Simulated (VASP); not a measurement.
# Al (Pm-3m) in VASP: further runs

One crystal, Al, is run at these levels: PBE, PBEsol; tasks: relaxation of cell and atoms.

Everything below comes from runs of VASP 6.6.1. Logs are shortened: lines on timing, memory, paths and dates and some standing lists are left out, and cuts for length are marked.

## Step 1: The crystal as given

The structure is cubic, space group Pm-3m (No. 221). Conventional cell: a = 2.722 Å, b = 2.722 Å, c = 2.722 Å, α = 90.00°, β = 90.00°, γ = 90.00°. Around Al (site symmetry m-3m) lie 6 Al at 2.72 Å.

The cell was built by a generator and needn't be a form met in nature.

## Step 2: Relaxation of cell and atoms, PBE

File INCAR:

```
ALGO = Normal ; EDIFF = 1E-7
EDIFFG = -0.01 ; ENCUT = 600
GGA = PE ; IBRION = 2
ISIF = 3 ; ISMEAR = 1
LASPH = T ; LCHARG = F
LREAL = F ; LWAVE = F
NELM = 60 ; NSW = 40
PREC = Accurate ; SIGMA = 0.1
```

File KPOINTS:

```
k-points
0
Gamma
  10 10 10
```

File POSCAR:

```
Al
1.0
    2.7217600000      0.0000000000      0.0000000000
    0.0000000000      2.7217600000      0.0000000000
    0.0000000000      0.0000000000      2.7217600000
Al
1
Direct
    0.0000000000      0.0000000000      0.0000000000
```

Potentials or basis: VASP PAW PBE potentials, release 64 (Al).

The run is started by

```
> cat potpaw_PBE.64/Al/POTCAR > POTCAR
> mpirun -np 1 vasp_std > vasp.out
```

OUTCAR:

```text
EDIFF = 1E-7
   EDIFFG = -0.01
   ENCUT = 600
   GGA = PE
   IBRION = 2
   ISIF = 3
   ISMEAR = 1
   LASPH = T
   LREAL = F
   NELM = 60
   NSW = 40
   PREC = Accurate

 ion  position               nearest neighbor table
   1  0.000  0.000  0.000-

  LATTYP: Found a simple cubic cell.
 ALAT       =     2.7217600000

  Lattice vectors:

 A1 = (   2.7217600000,   0.0000000000,   0.0000000000)
 A2 = (   0.0000000000,   2.7217600000,   0.0000000000)
 A3 = (   0.0000000000,   0.0000000000,   2.7217600000)

Analysis of symmetry for initial positions (statically):
=====================================================================
 Subroutine PRICEL returns:
 Original cell was already a primitive cell.

 Routine SETGRP: Setting up the symmetry group for a
 simple cubic supercell.

 Subroutine GETGRP returns: Found 48 space group operations
 (whereof 48 operations were pure point group operations)
 out of a pool of 48 trial point group operations.

The static configuration has the point symmetry O_h .

Analysis of symmetry for dynamics (positions and initial velocities):
=====================================================================
 Subroutine PRICEL returns:
 Original cell was already a primitive cell.

 Routine SETGRP: Setting up the symmetry group for a
 simple cubic supercell.

 Subroutine GETGRP returns: Found 48 space group operations
 (whereof 48 operations were pure point group operations)
 out of a pool of 48 trial point group operations.

The dynamic configuration has the point symmetry O_h .

 Subroutine INISYM returns: Found 48 space group operations
 (whereof 48 operations are pure point group operations),
 and found     1 'primitive' translations

----------------------------------------------------------------------------------------

                                     Primitive cell

  volume of cell :      20.1627

  direct lattice vectors                    reciprocal lattice vectors
     2.721760000  0.000000000  0.000000000     0.367409323  0.000000000  0.000000000
     0.000000000  2.721760000  0.000000000     0.000000000  0.367409323  0.000000000
     0.000000000  0.000000000  2.721760000     0.000000000  0.000000000  0.367409323

  length of vectors
     2.721760000  2.721760000  2.721760000     0.367409323  0.367409323  0.367409323

  position of ions in fractional coordinates (direct lattice)
     0.000000000  0.000000000  0.000000000

  ion indices of the primitive-cell ions
   primitive index   ion index
                 1           1

----------------------------------------------------------------------------------------

 KPOINTS: k-points

Automatic generation of k-mesh.
 Grid dimensions read from file:
 generate k-points for:   10   10   10

 Generating k-lattice:

  Cartesian coordinates                     Fractional coordinates (reciprocal lattice)
     0.036740932  0.000000000  0.000000000     0.100000000  0.000000000  0.000000000
     0.000000000  0.036740932  0.000000000     0.000000000  0.100000000  0.000000000
     0.000000000  0.000000000  0.036740932     0.000000000  0.000000000  0.100000000

  Length of vectors
     0.036740932  0.036740932  0.036740932

  Shift w.r.t. Gamma in fractional coordinates (k-lattice)
     0.000000000  0.000000000  0.000000000

 Subroutine IBZKPT returns following result:
 ===========================================

 Found     56 irreducible k-points:

 Following reciprocal coordinates:
[... 43 lines left out ...]
   NELM   =     60;   NELMIN=  2; NELMDL= -5     # of ELM steps
   EDIFF  = 0.1E-06   stopping-criterion for ELM
   LREAL  =      F    real-space projection
   EDIFFG = -.1E-01   stopping-criterion for IOM
   NSW    =     40    number of steps for IOM
   IBRION =      2    ionic relax: 0-MD 1-quasi-New 2-CG
   NFREE  =      1    steps in history (QN), initial steepest desc. (CG)
   ISIF   =      3    stress and relaxation
   ISYM   =      2    0-nonsym 1-usesym 2-fastsym
   POTIM  = 0.5000    time-step for ionic-motion
   TEBEG  =    0.0;   TEEND  =   0.0 temperature during run
   PSTRESS=    0.0 pullay stress
   NELECT =       3.0000    total number of electrons
   NUPDOWN=      -1.0000    fix difference up-down
   EMIN   =  10.00;   EMAX   =-10.00  energy-range for DOS
   EFERMI =   0.00;   METHOD = LEGACY
   ISMEAR =     1;   SIGMA  =   0.10  broadening in eV -4-tet -1-fermi 0-gaus
   EFERMI_NEDOS =   21; number of points for ismear=-14 and -15
   IALGO  =     38    algorithm
   IMIX   =      4    mixing-type and parameters
     AMIX     =   0.40;   BMIX     =  1.00
     AMIX_MAG =   1.60;   BMIX_MAG =  1.00
  volume/ion in A,a.u.               =      20.16       136.06
  Fermi-wavevector in a.u.,A,eV,Ry     =   0.867492  1.639322 10.238958  0.752542
  Thomas-Fermi vector in A             =   1.986034
   LORBIT       =      0    0 simple, 1 ext, 2 COOP (PROOUT), +10 PAW based schemes
   GGA     = PE    functional components
   LHFCALC =     F    Hartree Fock is set to
   AEXX    =    0.0000 exact exchange contribution
   IVDW    =     0    specifies the selected vdW correction
   LEPSILON=     F    determine dielectric tensor
   LRPA    =     F    only Hartree local field effects (RPA)
 conjugate gradient relaxation of ions
 non-spin polarized calculation
 Methfessel and Paxton  Order N= 1 SIGMA  =   0.10
  energy-cutoff  :      600.00
  volume of cell :       20.16
 maximum number of plane-waves:       691
 NGX is ok and might be reduce to    24
   NGX = 11   NGY = 11   NGZ = 11

--------------------------------------- Ionic step        1  -------------------------------------------

 number of electron       3.0000000 magnetization

 Free energy of the ion-electron system (eV)
  ---------------------------------------------------
  ext. energy  EPLUGINS =         0.00000000
  ---------------------------------------------------
  free energy    TOTEN  =        -3.37113412 eV

  energy without entropy =       -3.37107696  energy(sigma->0) =       -3.37111507

------------------------ aborting loop because EDIFF is reached ----------------------------------------

  FORCE on cell =-STRESS in cart. coord.  units (eV):
  Direction    XX          YY          ZZ          XY          YZ          ZX
  --------------------------------------------------------------------------------------
  -------------------------------------------------------------------------------------
  Total        0.0490251      0.0490251      0.0490251      0.0000000     -0.0000000      0.0000000
  in kB        3.8956501      3.8956501      3.8956501      0.0000000     -0.0000000      0.0000000
  external PRESSURE =       3.8956501 kB  Pullay stress =       0.0000000 kB

 VOLUME and BASIS-vectors are now :
 -----------------------------------------------------------------------------
  energy-cutoff  :      600.00
  volume of cell :       20.16
      direct lattice vectors                 reciprocal lattice vectors
     2.721760000  0.000000000  0.000000000     0.367409323  0.000000000  0.000000000
     0.000000000  2.721760000  0.000000000     0.000000000  0.367409323  0.000000000
     0.000000000  0.000000000  2.721760000     0.000000000  0.000000000  0.367409323

 POSITION                                       TOTAL-FORCE (eV/Angst)
 -----------------------------------------------------------------------------------
      0.00000      0.00000      0.00000         0.000000      0.000000      0.000000
 -----------------------------------------------------------------------------------
    total drift:                               -0.000000      0.000000      0.000000

  FREE ENERGIE OF THE ION-ELECTRON SYSTEM (eV)
  ---------------------------------------------------
  free  energy   TOTEN  =        -3.3711341244 eV

  energy  without entropy=       -3.3710769561  energy(sigma->0) =       -3.37111507

--------------------------------------- Ionic step        2  -------------------------------------------

 number of electron       3.0000000 magnetization

 Free energy of the ion-electron system (eV)
  ---------------------------------------------------
  ext. energy  EPLUGINS =         0.00000000
  ---------------------------------------------------
  free energy    TOTEN  =        -3.37128762 eV

  energy without entropy =       -3.37121887  energy(sigma->0) =       -3.37126470

 E-fermi :   5.6085     XC(G=0):  -9.3957

 val. band max:        5.5886423005   @ k =   0.4000   0.4000   0.1000
 cond. band min:       5.6724660194   @ k =   0.3000   0.1000   0.0000
 fundamental gap:      0.0838237188
 Fermi energy:         5.6085448337

 k-point     1 :       0.0000    0.0000    0.0000
  band No.  band energies     occupation
      1      -3.9153      2.00000
      2      13.5663      0.00000
      3      13.5663      0.00000
      4      14.6644      0.00000
      5      14.6644      0.00000
[... 177 lines left out ...]
 k-point    24 :       0.3000    0.1000    0.1000
  band No.  band energies     occupation
      1      -1.7754      2.00000
      2       5.8448     -0.00418
      3      12.2894      0.00000
      4      14.3789      0.00000
      5      19.1264      0.00000

 [... further k-points ...]

------------------------ aborting loop because EDIFF is reached ----------------------------------------

  FORCE on cell =-STRESS in cart. coord.  units (eV):
  Direction    XX          YY          ZZ          XY          YZ          ZX
  --------------------------------------------------------------------------------------
  -------------------------------------------------------------------------------------
  Total       -0.0047392     -0.0047392     -0.0047392      0.0000000     -0.0000000     -0.0000000
  in kB       -0.3739264     -0.3739264     -0.3739264      0.0000000     -0.0000000     -0.0000000
  external PRESSURE =      -0.3739264 kB  Pullay stress =       0.0000000 kB

 VOLUME and BASIS-vectors are now :
 -----------------------------------------------------------------------------
  energy-cutoff  :      600.00
  volume of cell :       20.31
      direct lattice vectors                 reciprocal lattice vectors
     2.728197242  0.000000000  0.000000000     0.366542413 -0.000000000  0.000000000
     0.000000000  2.728197242  0.000000000    -0.000000000  0.366542413  0.000000000
    -0.000000000 -0.000000000  2.728197242    -0.000000000 -0.000000000  0.366542413

 POSITION                                       TOTAL-FORCE (eV/Angst)
 -----------------------------------------------------------------------------------
      0.00000      0.00000      0.00000         0.000000      0.000000      0.000000
 -----------------------------------------------------------------------------------
    total drift:                               -0.000000      0.000000      0.000000

  FREE ENERGIE OF THE ION-ELECTRON SYSTEM (eV)
  ---------------------------------------------------
  free  energy   TOTEN  =        -3.3712876176 eV

  energy  without entropy=       -3.3712188716  energy(sigma->0) =       -3.37126470

 reached required accuracy - stopping structural energy minimisation
```

Run time: 9.9 s. Hardware: 1 thread of Intel Xeon Platinum 8259CL at 2.50GHz (Skylake/Cascade Lake), shared host; peak memory 0.13 GiB.

Results:

```yaml
Free_energy: -3.3713 eV
Relaxed_volume: 20.31 Å³/atom
Relaxed_cell: a = 2.728 Å, b = 2.728 Å, c = 2.728 Å, α = 90.00°, β = 90.00°, γ = 90.00°
Space_group_after_relaxing_to_0.05_Å: Pm-3m (No. 221)
Energy_gained_by_relaxing: 0.2 meV/atom
Ionic_steps: 2
Pressure_after_relaxing: 0.0 GPa
Band_gap_on_the_k_mesh: none (metal or under the smearing width)
```

The path:
```
step  energy change (eV)  largest force (eV/Å)  pressure (GPa)  volume (Å³)
   1              0.0000                0.0000            0.39        20.16
   2             -0.0002                0.0000           -0.04        20.31
```

Final structure:
```yaml
crystal:
  lattice:
    - [2.72820, 0.00000, 0.00000]
    - [0.00000, 2.72820, 0.00000]
    - [0.00000, 0.00000, 2.72820]
  atoms:
    - { symbol: Al, position: [0.00000, 0.00000, 0.00000] }
```

## Step 3: Relaxation of cell and atoms, PBEsol

File INCAR:

```
SYSTEM = Al
PREC = Accurate
ENCUT = 600
EDIFF = 1E-6
ISMEAR = 1
SIGMA = 0.1
LREAL = .False.
LASPH = .True.
NELM = 60
ALGO = Normal
ISIF = 3
LWAVE = .False.
LCHARG = .False.
GGA = PS
IBRION = 2
NSW = 60
EDIFFG = -0.01
```

File KPOINTS:

```
regular mesh
0
Gamma
  10 10 10
  0 0 0
```

POSCAR is that of step 2.

Potentials or basis: VASP PAW PBE potentials, release 64 (Al).

The run is started by

```
> cat potpaw_PBE.64/Al/POTCAR > POTCAR
> mpirun -np 1 vasp_std > vasp.out
```

It took 5.7 s on 1 thread of Intel Xeon Platinum 8259CL at 2.50GHz (Skylake/Cascade Lake), shared host; peak memory 0.14 GiB.

It converged, with:

* Free energy: -3.6836 eV
* Relaxed volume: 19.86 Å³/atom
* Relaxed cell: a = 2.708 Å, b = 2.708 Å, c = 2.708 Å, α = 90.00°, β = 90.00°, γ = 90.00°
* Space group after relaxing (to 0.05 Å): Pm-3m (No. 221)
* Energy gained by relaxing: 0.8 meV/atom
* Ionic steps: 2
* Pressure after relaxing: 0.0 GPa
* Band gap on the k mesh: none (metal or under the smearing width)

Step by step:
```
step  energy change (eV)  largest force (eV/Å)  pressure (GPa)  volume (Å³)
   1              0.0000                0.0000           -0.84        20.16
   2             -0.0008                0.0000            0.03        19.86
```

Final structure:
```yaml
crystal:
  lattice:
    - [2.70789, 0.00000, 0.00000]
    - [0.00000, 2.70789, 0.00000]
    - [0.00000, 0.00000, 2.70789]
  atoms:
    - { symbol: Al, position: [0.00000, 0.00000, 0.00000] }
```

Levels at points of the mesh, in eV from the Fermi level:
```csv
k point,band 1,band 2,band 3,band 4,band 5
"(0.00, 0.00, 0.00)",-9.65,8.01,8.01,9.21,9.21
"(0.50, 0.00, 0.00)",-5.23,-4.17,10.60,12.79,12.79
"(0.50, 0.50, 0.00)",-0.56,-0.56,-0.23,2.11,16.42
"(0.50, 0.50, 0.50)",2.91,2.91,2.91,5.55,5.55
```

Caveat: the PAW data sets were made with another functional, which shifts forces and pressure a little.

## Step 4: For comparison

An earlier run on the cell as given: functional PBE; potentials or basis VASP PAW PBE potentials, release 64 (Al); cutoff 520 eV; k mesh 10 × 10 × 10; occupations fermi-dirac, width 0.05 eV; no spin polarisation.

- Pressure: 0.3 GPa
- Band gap on the k mesh: none (metal or under the smearing width)

## Step 5: Overview

| task | level | cell | cutoff (eV) | smearing | gap on the mesh (eV) | pressure (GPa) | relaxed volume (Å³/atom) |
| --- | --- | --- | --- | --- | --- | --- | --- |
| relaxation of cell and atoms | PBE | relaxed | 600 | methfessel-paxton 0.1 eV | none | 0.0 | 20.31 |
| relaxation of cell and atoms | PBEsol | relaxed | 600 | methfessel-paxton 0.1 eV | none | 0.0 | 19.86 |
| single point | PBE | as given | 520 | fermi-dirac 0.05 eV | none | 0.3 | - |

Alike in all rows: potentials or basis VASP PAW PBE potentials, release 64 (Al); no spin polarisation; k mesh 10 × 10 × 10.

Caveats: the PAW data sets were made with another functional, which shifts forces and pressure a little (some runs).

Total energies depend on the potentials used, so only differences within one code and one set of settings carry meaning.
